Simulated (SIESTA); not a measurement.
Pt:

```
Pt
1.0
     2.76067    0.00000    0.00000
    -1.38033    2.39081    0.00000
     0.00000    0.00000    4.79213
Pt
2
Direct
  0.33333 0.66667 0.25000
  0.66667 0.33333 0.75000
```

This isn't the form of Pt at room conditions, which is fcc.

Base run:

| Quantity | Value |
| --- | --- |
| Program | SIESTA 5.4.2 |
| Functional | PBEsol |
| Potentials or basis | PseudoDojo 0.4 standard (PBEsol files) |
| Basis | DZP (energy shift 0.003 Ry; two zetas on semicore shells) |
| Grid cutoff | 800 Ry |
| Energy shift | 0.003 Ry |
| k mesh | 8 × 8 × 4 |
| Occupations | fermi-dirac, width 0.05 eV |
| Spin | no spin polarisation |

Its results: band gap on the k mesh none (metal or under the smearing width); pressure -8.5 GPa.

Task: The run is repeated on the same cell with these changes: potentials or basis from PseudoDojo 0.4 standard (PBEsol files) to PseudoDojo 0.4 standard (PBEsol files, fully relativistic); spin from no spin polarisation to non-collinear spin, zero start, spin-orbit coupling. What comes out?

Result: Band gap on the k mesh none (metal or under the smearing width); pressure -17.1 GPa; net moment 0.00 μB per cell.

Caveats: short orbitals over semicore shells can move pressures by several GPa; the basis of atomic orbitals isn't converged, which shifts pressures, moduli and gaps; spin-orbit coupling is left out, which moves the levels of the heavy elements (some runs).
